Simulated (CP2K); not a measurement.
Input of a CP2K 2026.2 run:

mos2_scf.inp

```
&GLOBAL
  PROJECT mos2_scf
  RUN_TYPE ENERGY_FORCE
  PRINT_LEVEL LOW
&END GLOBAL
&FORCE_EVAL
  METHOD QS
  STRESS_TENSOR ANALYTICAL
  &DFT
    BASIS_SET_FILE_NAME BASIS_MOLOPT_UZH
    POTENTIAL_FILE_NAME POTENTIAL_UZH
    &MGRID
      CUTOFF 450
      REL_CUTOFF 60
      NGRIDS 5
    &END MGRID
    &QS
      METHOD GPW
      EPS_DEFAULT 1.0E-10
    &END QS
    &KPOINTS
      SCHEME MONKHORST-PACK 10 10 3
      GAMMA_CENTERED T
      SYMMETRY T
      SYMMETRY_BACKEND SPGLIB
    &END KPOINTS
    &SCF
      SCF_GUESS ATOMIC
      EPS_SCF 1.0E-6
      MAX_SCF 100
      ADDED_MOS 24
      CHOLESKY OFF
      EPS_EIGVAL 1.0E-7
      &DIAGONALIZATION ON
        ALGORITHM STANDARD
      &END DIAGONALIZATION
      &MIXING ON
        METHOD BROYDEN_MIXING
        ALPHA 0.4
        BETA 1.5
        NBUFFER 8
      &END MIXING
      &SMEAR ON
        METHOD FERMI_DIRAC
        ELECTRONIC_TEMPERATURE [K] 580.226
      &END SMEAR
    &END SCF
    &XC
      &XC_FUNCTIONAL PBE
      &END XC_FUNCTIONAL
    &END XC
    &PRINT
      &KPOINTS ON
      &END KPOINTS
      &MULLIKEN ON
      &END MULLIKEN
      &MO ON
        ENERGIES T
        OCCUPATION_NUMBERS T
        &EACH
          QS_SCF 0
        &END EACH
        ADD_LAST NUMERIC
      &END MO
      &E_DENSITY_CUBE ON
        STRIDE 1
      &END E_DENSITY_CUBE
      &V_HARTREE_CUBE ON
        STRIDE 1
      &END V_HARTREE_CUBE
      &ELF_CUBE ON
        STRIDE 1
      &END ELF_CUBE
    &END PRINT
  &END DFT
  &SUBSYS
    &CELL
      A 3.1690000000 0.0000000000 0.0000000000
      B -1.5845000000 2.7444345046 0.0000000000
      C 0.0000000000 0.0000000000 12.3240000000
      PERIODIC XYZ
    &END CELL
    &COORD
      SCALED
      Mo  0.6666666667 0.3333333333 0.7500000000
      Mo  0.3333333333 0.6666666667 0.2500000000
      S   0.6666666667 0.3333333333 0.3770000000
      S   0.3333333333 0.6666666667 0.8770000000
      S   0.6666666667 0.3333333333 0.1230000000
      S   0.3333333333 0.6666666667 0.6230000000
    &END COORD
    &KIND Mo
      BASIS_SET DZVP-MOLOPT-PBE-GTH-q14
      POTENTIAL GTH-PBE-q14
    &END KIND
    &KIND S
      BASIS_SET DZVP-MOLOPT-PBE-GTH-q6
      POTENTIAL GTH-PBE-q6
    &END KIND
    &PRINT
      &ATOMIC_COORDINATES ON
      &END ATOMIC_COORDINATES
      &CELL ON
      &END CELL
    &END PRINT
  &END SUBSYS
  &PRINT
    &FORCES ON
    &END FORCES
    &STRESS_TENSOR ON
    &END STRESS_TENSOR
  &END PRINT
&END FORCE_EVAL
```

Potentials or basis: POTENTIAL_UZH Mo GTH-PBE-q14, S GTH-PBE-q6; DZVP-MOLOPT-PBE-GTH basis.

The run is started by

```console
$ OMP_NUM_THREADS=1 cp2k.psmp -i mos2_scf.inp -o mos2_scf.out
```

Question: Predict the largest force.

Answer: 0.174 eV/Å.

Question: Predict the Mulliken charges.

Answer: Mo -0.03; S +0.02 e.

Question: Predict the band gap on the k mesh.

Answer: 0.96 eV, indirect (least direct gap 1.91 eV).

Question: Estimate the pressure.

Answer: 3.9 GPa.

Forces in eV/Å, atoms in the order of the input:
```
Mo   0.000  0.000  0.000
Mo   0.000  0.000  0.000
S    0.000  0.000  0.174
S    0.000  0.000  0.174
S    0.000  0.000 -0.174
S    0.000  0.000 -0.174
```

Caveat: an odd mesh through Γ misses points on the zone boundary, where band edges often lie; this functional lacks dispersion, which binds the layers, so the pressure and a relaxed spacing across them are unreliable; the basis of atomic orbitals isn't converged, which shifts pressures, moduli and gaps.

The gap isn't set beside the measured one, since this odd mesh misses points on the zone boundary.
